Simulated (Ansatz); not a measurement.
BeTe built on the zincblende prototype, relaxed with r2SCAN in Ansatz 0.2.0: space group F-43m (No. 216), cubic; conventional cell a = 5.657 Å, 22.63 Å³ an atom. Be has 4 Te at 2.45 Å; Te has 4 Be at 2.45 Å. It was then strained (epitaxial in the xy plane), atoms relaxed again within the symmetry left. Unstrained, HSE06 gives 2.695 eV (Γ → X, 6×6×6 mesh), and the band edges keep their places in every row. The normal direction was relaxed to zero stress. Only one sign of strain is shown, since it lowers the symmetry, and equivalent edge states can then move with another slope on the other side. Stress is positive in compression. (Simulation; spin polarisation is off.)

Axes as in this cell:
```
CELL_PARAMETERS angstrom
0.00000 2.82862 2.82862
2.82862 0.00000 2.82862
2.82862 2.82862 0.00000
ATOMIC_POSITIONS crystal
Be 0.00000 0.00000 0.00000
Te 0.25000 0.25000 0.25000
```

```tsv
strain (%)	ε	ΔE_g, HSE06 (eV)	Δσ_xx, r2SCAN (GPa)
-4.0	-0.0400	-0.453	+5.20
-3.0	-0.0300	-0.333	+3.75
-2.6	-0.0260	-0.286	+3.19
-1.0	-0.0100	-0.107	+1.15
-0.48	-0.0048	-0.051	+0.53
```

Fit ΔE_g = a x + b x² to these rows by least squares, with x = ε.
The normal equations take Σx² = 3.299e-03, Σx³ = -1.097e-04, Σx⁴ = 3.838e-06, ΣxΔE = 3.686e-02 and Σx²ΔE = -1.230e-03, and give a = +10.45 eV, b = -21.8 eV; the largest residual is 0.000 eV.

Fit the change of σ_xx in the same way.
Δσ_xx = -109.4 x + (515) x² GPa. The slope, 109 GPa, is the biaxial modulus of the film.

Predict the withheld row at -2.15 % (x = -0.0215).
ΔE_g ≈ +10.45 × (-0.0215) + (-21.8) × (-0.0215)² = -0.235 eV, and Δσ_xx ≈ +2.59 GPa. The runs give -0.234 eV and +2.59 GPa, off by +0.001 eV and 0.00 GPa.

Spin-orbit coupling is left out, which matters wherever the heavy atoms make up the band edges.

Where an edge lies off the special points, it is a point of the mesh or the k point where a search put PBE's edge or least direct gap, reused for the other functionals, whose own edges may lie a little apart.

The meshes of the hybrids are coarse, so their gaps aren't converged to the digits shown.
